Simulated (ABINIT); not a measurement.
Crystal: ZrS2.

```xyz
3
Lattice="3.6914 0.0000 0.0000 -1.8457 3.1968 0.0000 0.0000 0.0000 6.0411" Properties=species:S:1:pos:R:3 pbc="T T T"
Zr    0.0000    0.0000    0.0000
S     0.0000    2.1312    1.4372
S     1.8457    1.0656    4.6038
```

The cell is a database's computed one.

Base run:

- Program: ABINIT 10.8.3 (patched build)
- Functional: PBEsol
- Potentials or basis: JTH PAW PBE v2.0
- Cutoff: 544 eV
- k mesh: 6 × 6 × 4
- Occupations: fermi-dirac, width 0.05 eV
- Spin: no spin polarisation

Its results: band gap on the k mesh 1.00 eV, indirect (least direct gap 1.58 eV); pressure -2.6 GPa; largest force 0.164 eV/Å.

Problem. After a change of settings the same cell gave: band gap on the k mesh 1.08 eV, indirect (least direct gap 1.57 eV); pressure -2.5 GPa; largest force 0.172 eV/Å. Which change was it?
A. functional from PBEsol to PBE; k mesh from 6 × 6 × 4 to 3 × 3 × 2
B. k mesh from 6 × 6 × 4 to 8 × 8 × 5; hubbard terms from none to Zr d U = 6 eV
C. k mesh from 6 × 6 × 4 to 5 × 5 × 3
D. functional from PBEsol to PW91; k mesh from 6 × 6 × 4 to 8 × 8 × 5

Solution. C.

Caveats: the PAW data sets were made with another functional, which shifts forces and pressure a little; this functional lacks dispersion, which binds the layers, so the pressure and a relaxed spacing across them are unreliable; an odd mesh through Γ misses points on the zone boundary, where band edges often lie (some runs).

Not every run made on this cell is shown here.
